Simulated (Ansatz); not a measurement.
A crystal relaxed with r2SCAN in the PAW code Ansatz has space group Fm-3m (No. 225) and a = 5.544 Å.

| atom | site | x | y | z |
| --- | --- | --- | --- | --- |
| Xx | 4a | 0.0000 | 0.0000 | 0.0000 |
| O | 4b | 0.5000 | 0.0000 | 0.0000 |

The r2SCAN gap is direct at X: 2.38 eV. HSE06 gives a direct gap of 3.32 eV at X. Meshes: r2SCAN 8×8×8, HSE06 6×6×6. r2SCAN's ε∞ is 3.9 in all directions.

Question: Which element is Xx?
A. Ba
B. Mg
C. Ca
D. Sr

Answer: A. Xx is Ba: BaO (started from an entry of an open crystallographic database). Ba is surrounded by 6 O at 2.77 Å; O is surrounded by 6 Ba at 2.77 Å.

No spin polarisation and no zero-point or thermal motion.

Spin-orbit coupling is left out.

The meshes of the hybrids are coarse, so their gaps aren't converged to the digits shown.
